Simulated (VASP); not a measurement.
**Results of a VASP single-point calculation on Ge (strained diamond)**

POSCAR

```
Ge
 1.0000000000000000
     0.0000000000000000    2.8368735120999999    2.9219797175000002
     2.8368735120999999    0.0000000000000000    2.9219797175000002
     2.8368735120999999    2.8368735120999999    0.0000000000000000
 Ge
   2
Cartesian
  0.0000000000000000  0.0000000000000000  0.0000000000000000
  1.4184367560499997  1.4184367560499997  1.4609898587499999
```

```
gap between bands v and c : -0.02 eV (bands overlap: a metal)
least direct gap          : 0.00 eV
```

Band v is the last that the valence electrons fill when counted band by band, and c is the next. Levels in eV from the top of v:

```csv
point,v−1,v,c,c+1
Γ,-0.23,0.00,0.00,2.42
X,-3.08,-3.08,0.65,0.65
K,-4.22,-2.46,1.27,4.18
L,-1.55,-1.29,-0.02,3.58
W,-3.80,-3.80,4.18,4.18
```

Task: Which of these levels of theory gave these results?
A. r²SCAN
B. HSE06
C. PBE
D. PBEsol
E. PBE0
F. LDA
G. PBE with spin–orbit coupling

Result: C.

The INCAR was:

```
EDIFF = 1E-7
NELM = 120
LREAL = .FALSE.
IBRION = -1
NBANDS = 21
GGA = PE
LELF = .TRUE.
PREC = Accurate
LASPH = .TRUE.
NSW = 0
SIGMA = 0.02
ISMEAR = -1
ISIF = 2
ENCUT = 520
LWAVE = .FALSE.
LCHARG = .TRUE.
```
